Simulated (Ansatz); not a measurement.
# Y on Nb(100): change of the work function, part 5 of 5

Aim: the work function of Nb(100) at several coverages of Y (top site), and the dipole that each adsorbate carries.

Ansatz 0.2.0; plane-wave DFT, PBE, Ansatz PAW.

So far, work function, upper face (eV): step 2 (the clean slab) 3.60; step 4 (the covered slab, coverage 0.5 ML) 3.05; step 6 (the slab at 0.25 ML, atoms frozen) 2.96; step 7 (the substrate of the 0.25 ML cell alone) 3.60; step 8 (the adsorbate layer of the 0.25 ML cell alone) 3.03.

### Step 10. Varying the input

This step: plane-wave DFT, PBE, Ansatz PAW, but for the change named below (Ansatz 0.2.0).

System of this step: YNb10 (Y/Nb(100)). The cell holds 22 atoms: 20 Nb and 2 Y. Its edges and angles: a = 6.600 Å, b = 6.600 Å, c = 28.154 Å, α = 90.0°, β = 90.0°, γ = 90.0°. Vacuum lies along c.

A run with a changed input: it repeats the earlier run at 0.5 ML with hamiltonian.xc from pbe to r2scan, accuracy to low and scf.eigensolver.kind to davidson.

File input.yaml:

```yaml
crystal:
  lattice:
    - [6.6, 0.0, 0.0]
    - [0.0, 6.6, 0.0]
    - [0.0, 0.0, 28.1541946091]
  atoms:
    - { symbol: Nb, position: [0.0, 0.0, 0.3196681747] }
    - { symbol: Nb, position: [0.25, 0.25, 0.3782740068] }
    - { symbol: Nb, position: [0.0, 0.0, 0.4368596788] }
    - { symbol: Nb, position: [0.25, 0.25, 0.4970622849] }
    - { symbol: Nb, position: [0.0, 0.0, 0.5483088692] }
    - { symbol: Nb, position: [0.0, 0.5, 0.3196681747] }
    - { symbol: Nb, position: [0.25, 0.75, 0.3782740068] }
    - { symbol: Nb, position: [0.0, 0.5, 0.4368596788] }
    - { symbol: Nb, position: [0.25, 0.75, 0.4970622849] }
    - { symbol: Nb, position: [0.0, 0.5, 0.5483088692] }
    - { symbol: Nb, position: [0.5, 0.0, 0.3196681747] }
    - { symbol: Nb, position: [0.75, 0.25, 0.3782740068] }
    - { symbol: Nb, position: [0.5, 0.0, 0.4368596788] }
    - { symbol: Nb, position: [0.75, 0.25, 0.4970622849] }
    - { symbol: Nb, position: [0.5, 0.0, 0.5483088692] }
    - { symbol: Nb, position: [0.5, 0.5, 0.3196681747] }
    - { symbol: Nb, position: [0.75, 0.75, 0.3782740068] }
    - { symbol: Nb, position: [0.5, 0.5, 0.4368596788] }
    - { symbol: Nb, position: [0.75, 0.75, 0.4970622849] }
    - { symbol: Nb, position: [0.5, 0.5, 0.5483088692] }
    - { symbol: "Y", position: [0.0, 0.0, 0.6803318253] }
    - { symbol: "Y", position: [0.5, 0.5, 0.6803318253] }
kpoints:
  mp_grid: { grid: [5, 5, 1] }
hamiltonian:
  xc: r2scan
scf:
  occupations: { method: fermi_dirac, width: 0.1 }
  convergence: { dr2_threshold: 1.0e-08 }
  eigensolver: { kind: davidson }
efield:
  axis: 3
  dipole_correction: true
  ramp_position: 0.97
  ramp_width: 0.06
relax:
  f_tol: 0.02
  max_steps: 60
  constraints: [{ sites: [0, 1, 5, 6, 10, 11, 15, 16] }]
output:
  bader: true
  dos: { projected: true, e_range: [-8, 4] }
  write_potential: true
  write_density: true
  volumetric_format: npy
accuracy: low
```

The run is started by

```bash
> ansatz run input.yaml --threads 4 --pin off --max-ram 12288MiB --backend cpu --events-out ev --progress --plain --runs-dir out
```

Numbers of over 12 decimals in the logs are rounded to 6 here.

Output:

```text
settings of this run that can trade accuracy for cost: accuracy: low. Do not mix this run's numbers with those of runs without the same settings; the input reference describes each key
[...]
Crystal: 22 atoms, lattice volume = 1226.397 Å³
Basis set: ecut = 500 eV, 30903 PW (Γ), exchange–correlation on 150×150×648 points (27 copies of the dense FFT grid, shifted against one another)
Bands: 170, of which v1, the nominal top of the filled ones, is band 141 counted from 1 (140 counted from 0)
Symmetry: 16 space group operations
[...]
k-points: 6 of 25
[...]
SCF iter   1: F=—  HF=-98974.647996 eV  |F-HF|=—  |Δ(HF+E_count)|=         —  Δρ=1.11e-2  dr2=3.78e1  dr2_τ=5.08e-1  ethr=1.77e-3  p=0.115 e·Å  D=1.69e-2 V/Å  ΔV_dip=-0.48 eV  dr2_dipole=4.11e0  V_vac-E_F(+/−)=3.42/3.90 eV  ⟨swp⟩=7.5  Hψ=4242  notcnv=0
[...]
SCF iter  15: F=-98973.898572 eV  HF=-98973.898572 eV  |F-HF|=2.98e-9  |Δ(HF+E_count)|=   4.10e-9  Δρ=2.26e-7  dr2=3.61e-9  dr2_τ=7.15e-11  ethr=6.88e-12  p=0.129 e·Å  D=1.90e-2 V/Å  ΔV_dip=-0.54 eV  dr2_dipole=8.28e-10  V_vac-E_F(+/−)=3.16/3.69 eV  ⟨swp⟩=4.8  Hψ=2216  notcnv=0
SCF 1 converged in 15 iterations: F = -98973.898572 eV  dr2 = 3.61e-9
  Residual-converged pass: ⟨swp⟩=9.3  Hψ=5464  notcnv=0  max |occ|·‖R‖ = 9.9e-9 eV (tolerance 1.0e-8 eV)  dr2=3.87e-9  dr2_τ=7.83e-11  dr2_onsite=2.55e-11  max |Δocc| = 3.3e-8
[...]
relax step   1: F+E_penalty+E_count = -98973.89857175 eV  Δ(F+E_penalty+E_count) = +0.000e0 eV  max|allowed force component| = 9.362e-1 eV/Å  Δτ_max = 0.0000 Å  (15 SCF iters, accepted)
[...]
SCF iter  13: F=-98974.262202 eV  HF=-98974.262202 eV  |F-HF|=2.66e-9  |Δ(HF+E_count)|=   2.10e-9  Δρ=3.24e-7  dr2=5.29e-9  dr2_τ=6.68e-11  ethr=5.71e-12  p=0.130 e·Å  D=1.92e-2 V/Å  ΔV_dip=-0.54 eV  dr2_dipole=1.18e-9  V_vac-E_F(+/−)=3.15/3.69 eV  ⟨swp⟩=4.0  Hψ=2296  notcnv=0
SCF 2 converged in 13 iterations: F = -98974.262202 eV  dr2 = 5.29e-9
[...]
relax step   2: F+E_penalty+E_count = -98974.26220212 eV  Δ(F+E_penalty+E_count) = -3.636e-1 eV  max|allowed force component| = 1.035e0 eV/Å  Δτ_max = 0.1946 Å  (13 SCF iters, accepted)
SCF iter   1: F=—  HF=-98974.232105 eV  |F-HF|=—  |Δ(HF+E_count)|=         —  Δρ=4.60e-3  dr2=3.73e0  dr2_τ=3.84e0  ethr=2.48e-3  p=0.130 e·Å  D=1.92e-2 V/Å  ΔV_dip=-0.54 eV  dr2_dipole=1.07e0  V_vac-E_F(+/−)=3.17/3.71 eV  ⟨swp⟩=4.5  Hψ=2365  notcnv=0
[...]
SCF iter  12: F=-98974.719696 eV  HF=-98974.719696 eV  |F-HF|=2.07e-9  |Δ(HF+E_count)|=   3.29e-9  Δρ=2.70e-7  dr2=2.36e-9  dr2_τ=5.60e-11  ethr=8.25e-12  p=0.130 e·Å  D=1.91e-2 V/Å  ΔV_dip=-0.54 eV  dr2_dipole=9.31e-11  V_vac-E_F(+/−)=3.15/3.69 eV  ⟨swp⟩=5.5  Hψ=2601  notcnv=0
SCF 3 converged in 12 iterations: F = -98974.719696 eV  dr2 = 2.36e-9
[...]
relax step   3: F+E_penalty+E_count = -98974.71969647 eV  Δ(F+E_penalty+E_count) = -4.575e-1 eV  max|allowed force component| = 9.869e-1 eV/Å  Δτ_max = 0.1950 Å  (12 SCF iters, accepted)
[...]
relax step   4: F+E_penalty+E_count = -98975.10478613 eV  Δ(F+E_penalty+E_count) = -3.851e-1 eV  max|allowed force component| = 9.137e-1 eV/Å  Δτ_max = 0.1949 Å  (12 SCF iters, accepted)
[...]
relax step   5: F+E_penalty+E_count = -98975.49430913 eV  Δ(F+E_penalty+E_count) = -3.895e-1 eV  max|allowed force component| = 9.470e-1 eV/Å  Δτ_max = 0.1950 Å  (13 SCF iters, accepted)
[...]
relax step   6: F+E_penalty+E_count = -98975.87182792 eV  Δ(F+E_penalty+E_count) = -3.775e-1 eV  max|allowed force component| = 7.687e-1 eV/Å  Δτ_max = 0.1950 Å  (11 SCF iters, accepted)
[...]
relax step   7: F+E_penalty+E_count = -98976.10156549 eV  Δ(F+E_penalty+E_count) = -2.297e-1 eV  max|allowed force component| = 2.964e-1 eV/Å  Δτ_max = 0.1967 Å  (10 SCF iters, accepted)
[...]
relax step   8: F+E_penalty+E_count = -98976.16310879 eV  Δ(F+E_penalty+E_count) = -6.154e-2 eV  max|allowed force component| = 2.345e-1 eV/Å  Δτ_max = 0.1658 Å  (12 SCF iters, accepted)
[...]
relax step   9: F+E_penalty+E_count = -98976.17301955 eV  Δ(F+E_penalty+E_count) = -9.911e-3 eV  max|allowed force component| = 3.584e-2 eV/Å  Δτ_max = 0.0243 Å  (10 SCF iters, accepted)
SCF iter   1: F=—  HF=-98976.170829 eV  |F-HF|=—  |Δ(HF+E_count)|=         —  Δρ=1.92e-4  dr2=5.89e-3  dr2_τ=4.07e-3  ethr=8.53e-6  p=0.145 e·Å  D=2.14e-2 V/Å  ΔV_dip=-0.60 eV  dr2_dipole=2.32e-3  V_vac-E_F(+/−)=3.08/3.68 eV  ⟨swp⟩=3.2  Hψ=2036  notcnv=0
[...]
SCF iter   7: F=-98976.173237 eV  HF=-98976.173237 eV  |F-HF|=1.64e-9  |Δ(HF+E_count)|=   2.51e-8  Δρ=5.15e-7  dr2=6.15e-9  dr2_τ=6.49e-10  ethr=7.96e-12  p=0.145 e·Å  D=2.14e-2 V/Å  ΔV_dip=-0.60 eV  dr2_dipole=3.38e-11  V_vac-E_F(+/−)=3.08/3.68 eV  ⟨swp⟩=6.0  Hψ=2815  notcnv=0
SCF 10 converged in 7 iterations: F = -98976.173237 eV  dr2 = 6.15e-9
[...]
relax step  10: F+E_penalty+E_count = -98976.17323746 eV  Δ(F+E_penalty+E_count) = -2.179e-4 eV  max|allowed force component| = 8.860e-3 eV/Å  Δτ_max = 0.0034 Å  (7 SCF iters, accepted)
[...]
SCF iter   1: F=—  HF=-98976.173237 eV  |F-HF|=—  |Δ(HF+E_count)|=         —  Δρ=5.24e-7  dr2=6.23e-9  dr2_τ=6.75e-10  ethr=3.89e-12 (applied; sched 2.21e-12)  p=0.145 e·Å  D=2.14e-2 V/Å  ΔV_dip=-0.60 eV  dr2_dipole=3.86e-11  V_vac-E_F(+/−)=3.08/3.68 eV  ⟨swp⟩=2.0  Hψ=2973  notcnv=0
efield: sawtooth ramp at fractional position 0.9700 (kept from the solve that this one continues, or follows in the run), width 0.0600; the density the first Hamiltonian is built on has a dipole p = 0.145 e·Å; the dipole correction subtracts the counter field D = 2.14e-2 V/Å, which shifts the + side's vacuum level by -0.60 eV against the − side's; the planar-averaged density in the ramp window peaks in size at 7.4e-7 e/Å³
[...]
SCF iter   2: F=-98976.173237 eV  HF=-98976.173237 eV  |F-HF|=6.84e-10  |Δ(HF+E_count)|=   2.87e-9  Δρ=2.94e-7  dr2=2.35e-9  dr2_τ=1.73e-10  ethr=4.87e-12 (applied; sched 2.21e-12)  p=0.145 e·Å  D=2.14e-2 V/Å  ΔV_dip=-0.60 eV  dr2_dipole=1.11e-10  V_vac-E_F(+/−)=3.08/3.68 eV  ⟨swp⟩=4.5  Hψ=2409  notcnv=0
SCF 11 converged in 2 iterations: F = -98976.173237 eV  dr2 = 2.35e-9
[...]
SCF converged after 2 iterations
Free energy (F): -98976.173237 eV
[...]
Internal energy: -98975.334345 eV  (E = F + TS)
E sigma→0 (E₀):  -98975.753791 eV
Entropy (-TS):   -0.838892 eV (-38.131 meV/atom)
Fermi energy:    3.740640 eV
Dipole field:    D = 0.021432 V/Å  (p = 0.145255 e·Å, saw-weighted, corrected)
Work function:   Φ+ = 3.0783 eV   Φ− = 3.6817 eV
[...]
--- Forces (eV/Å), atoms counted from 1 ---
  atom   1  Nb     0.00000000     0.00000000     1.40631257
  atom   2  Nb    -0.00000000     0.00000000    -1.35081427
  atom   3  Nb     0.00000000     0.00000000    -0.00621126
  atom   4  Nb     0.00000000    -0.00000000     0.00340112
  atom   5  Nb     0.00000000    -0.00000000     0.00883782
  atom   6  Nb     0.00000000    -0.00000000     1.29923752
  atom   7  Nb    -0.00000000     0.00000000    -1.35081427
  atom   8  Nb    -0.00000000     0.00000000    -0.00498557
  atom   9  Nb     0.00000000     0.00000000     0.00340112
  atom  10  Nb     0.00000000     0.00000000    -0.00699348
  atom  11  Nb     0.00000000     0.00000000     1.29923752
  atom  12  Nb    -0.00000000     0.00000000    -1.35081427
  atom  13  Nb    -0.00000000     0.00000000    -0.00498557
  atom  14  Nb     0.00000000     0.00000000     0.00340112
  atom  15  Nb     0.00000000    -0.00000000    -0.00699348
  atom  16  Nb     0.00000000     0.00000000     1.40631257
  atom  17  Nb    -0.00000000    -0.00000000    -1.35081427
  atom  18  Nb     0.00000000     0.00000000    -0.00621126
  atom  19  Nb     0.00000000    -0.00000000     0.00340112
  atom  20  Nb     0.00000000     0.00000000     0.00883782
  atom  21  Y     -0.00000000     0.00000000    -0.00146561
  atom  22  Y     -0.00000000     0.00000000    -0.00146561
  max |Σ_I F_I| component: 1.89e-4 eV/Å
--- Band table (eV; the first three rows and the last of 6) ---
  k-point 0: bands = [... 137 lower, 3.9498, 3.9498, 3.9943, 3.9943, 4.0335, 4.0594, 4.0594, 4.0885, ... 25 higher]
  k-point 1: bands = [... 137 lower, 3.6583, 3.7074, 3.8411, 3.9388, 3.9593, 4.1004, 4.1172, 4.1665, ... 25 higher]
  k-point 2: bands = [... 137 lower, 3.5124, 3.5175, 3.7134, 3.7528, 3.8417, 3.8556, 3.8593, 3.9010, ... 25 higher]
  k-point 5: bands = [... 137 lower, 3.0486, 3.0743, 3.1511, 3.2475, 3.3765, 3.5251, 3.6972, 3.8218, ... 25 higher]
--- Relaxed structure (10 steps of the walk, 10 accepted, 0 SCFs on fresh bases) ---
  F+E_penalty+E_count = -98976.17323746 eV   max|allowed force component| = 8.860e-3 eV/Å
  atoms:
    - { symbol: Nb, position: [0.0, 0.0, 0.3196681747] }
    - { symbol: Nb, position: [0.25, 0.25, 0.3782740068] }
    - { symbol: Nb, position: [0, 0, 0.436605] }
    - { symbol: Nb, position: [0.25, 0.25, 0.496072] }
    - { symbol: Nb, position: [0, 0, 0.542769] }
    - { symbol: Nb, position: [0.0, 0.5, 0.3196681747] }
    - { symbol: Nb, position: [0.25, 0.750000, 0.3782740068] }
    - { symbol: Nb, position: [0, 0.5, 0.436566] }
    - { symbol: Nb, position: [0.25, 0.750000, 0.496072] }
    - { symbol: Nb, position: [0, 0.5, 0.555075] }
    - { symbol: Nb, position: [0.5, 0.0, 0.3196681747] }
    - { symbol: Nb, position: [0.750000, 0.25, 0.3782740068] }
    - { symbol: Nb, position: [0.5, 0, 0.436566] }
    - { symbol: Nb, position: [0.750000, 0.25, 0.496072] }
    - { symbol: Nb, position: [0.5, 0, 0.555075] }
    - { symbol: Nb, position: [0.5, 0.5, 0.3196681747] }
    - { symbol: Nb, position: [0.750000, 0.750000, 0.3782740068] }
    - { symbol: Nb, position: [0.5, 0.5, 0.436605] }
    - { symbol: Nb, position: [0.750000, 0.750000, 0.496072] }
    - { symbol: Nb, position: [0.5, 0.5, 0.542769] }
    - { symbol: Y, position: [0, 0, 0.633777] }
    - { symbol: Y, position: [0.5, 0.5, 0.633777] }
--- Bader charges: 22 sites ---
  site symbol  charge [e]  shift [e]
     0     Nb     -0.1236     0.0000
     1     Nb      0.0714     0.0000
     2     Nb      0.1605     0.0000
     3     Nb      0.0288     0.0000
     4     Nb     -0.7008     0.0001
     5     Nb     -0.1188     0.0000
     6     Nb      0.0714     0.0000
     7     Nb      0.1228     0.0000
     8     Nb      0.0288     0.0000
     9     Nb     -0.1229     0.0000
    10     Nb     -0.1188     0.0000
    11     Nb      0.0714     0.0000
    12     Nb      0.1228     0.0000
    13     Nb      0.0288     0.0000
    14     Nb     -0.1229     0.0000
    15     Nb     -0.1235     0.0000
    16     Nb      0.0714     0.0000
    17     Nb      0.1605     0.0000
    18     Nb      0.0288     0.0000
    19     Nb     -0.7008     0.0001
    20      Y      0.5823     0.0000
    21      Y      0.5823     0.0000
  estimated error of the sums over rays = 7.5e-4 e
[...]
```

The job ended after 11 min (4 threads of Intel Xeon Gold 6455B (Sapphire Rapids), shared host; peak memory 6.7 GiB; 44 min of CPU time).

```csv
quantity,this run,earlier run,difference
"work function, upper face (eV)",3.078,3.054,0.025
"work function, lower face (eV)",3.682,3.700,-0.018
dipole along the normal (e·Å),0.1453,0.1556,-0.010
```

What moves beyond 0.01 in its unit (for the dipole 0.5 % and 5e-5 e·Å): dipole along the normal (-0.0104 e·Å), work function, upper face (+0.0248 eV) and work function, lower face (-0.0183 eV).

The change shows in the results, which are not taken further.

### Step 11. The same run with other settings

This step: plane-wave DFT, PBE, Ansatz PAW (Ansatz 0.2.0).

System of this step: Nb(100). The cell holds 5 atoms: 5 Nb. Its edges and angles: a = 3.300 Å, b = 3.300 Å, c = 24.600 Å, α = 90.0°, β = 90.0°, γ = 90.0°. Vacuum lies along c.

An input spoilt on purpose, to show how the run answers: it repeats the earlier run at 0 ML with scf.occupations from method: fermi_dirac, width: 0.1 removed, and scf.max_iter set to 100.

File input.yaml:

```yaml
crystal:
  lattice:
    - [3.3, 0.0, 0.0]
    - [0.0, 3.3, 0.0]
    - [0.0, 0.0, 24.6]
  atoms:
    - { symbol: Nb, position: [0.0, 0.0, 0.3658536585] }
    - { symbol: Nb, position: [0.5, 0.5, 0.4329268293] }
    - { symbol: Nb, position: [0.0, 0.0, 0.5] }
    - { symbol: Nb, position: [0.5, 0.5, 0.5670731707] }
    - { symbol: Nb, position: [0.0, 0.0, 0.6341463415] }
kpoints:
  mp_grid: { grid: [9, 9, 1] }
hamiltonian:
  xc: pbe
scf:
  convergence: { dr2_threshold: 1.0e-08 }
  max_iter: 100
efield:
  axis: 3
  dipole_correction: true
  ramp_position: 0.97
  ramp_width: 0.06
relax:
  f_tol: 0.02
  max_steps: 60
  constraints: [{ sites: [0, 1] }]
output:
  write_potential: true
  write_density: true
  volumetric_format: npy
```

Output:

```text
Error: YAML parse error: `scf.occupations.method` is required: fixed only where the cell keeps a band gap throughout the run, explicit beside scf.occupations.values (under evaluate: without them), else a smearing such as fermi_dirac (scf.occupations.width is optional; its entry in the input reference gives the default)
```

Run time: 0.02 s. Hardware: 4 threads; peak memory 0.031 GiB.

The input was rejected at the start.

The program's message: “Error: YAML parse error: `scf.occupations.method` is required: fixed only where the cell keeps a band gap throughout the run, explicit beside scf.occupations.values (under evaluate: without them), els …”

The fault put into the input: no occupation method.

### Step 12. Results

```json
{
 "work function of the clean face": "3.60 eV",
 "work function at 0.25 ML": "2.96 eV",
 "work function at 0.5 ML": "3.05 eV",
 "dipole per adsorbate at 0.25 ML, positive end outwards": "0.72 D",
 "step of the potential from the moved charge at 0.25 ML, upper less lower side, atoms held": "-0.629 eV"
}
```

In words: Y lowers the work function of Nb(100) at the lowest coverage, by 0.64 eV: the adsorbate layer has its positive end outwards. The slab has 5 layers, at the tabulated experimental lattice constant, one starting site was run, and quantum-size effects of a slab this thin can reach one or two tenths of an eV. The main runs have no spin polarisation; a magnetic state could lie lower and would change these results.

[Logs are printed without paths, hosts, clocks, repeated set-up lines and the standing remarks that a program may print on its own settings, such as how far it seeks lower states.]

[Hosts, paths, dates, database ids (printed as entryN), source tags and the programs' standing remarks are cut or masked in the printed files.]

[Maps of the electrostatic potential energy from Ansatz leave out the sawtooth potential of an applied field or a dipole correction, so their vacuum need not be flat; planar profiles and work functions include it.]
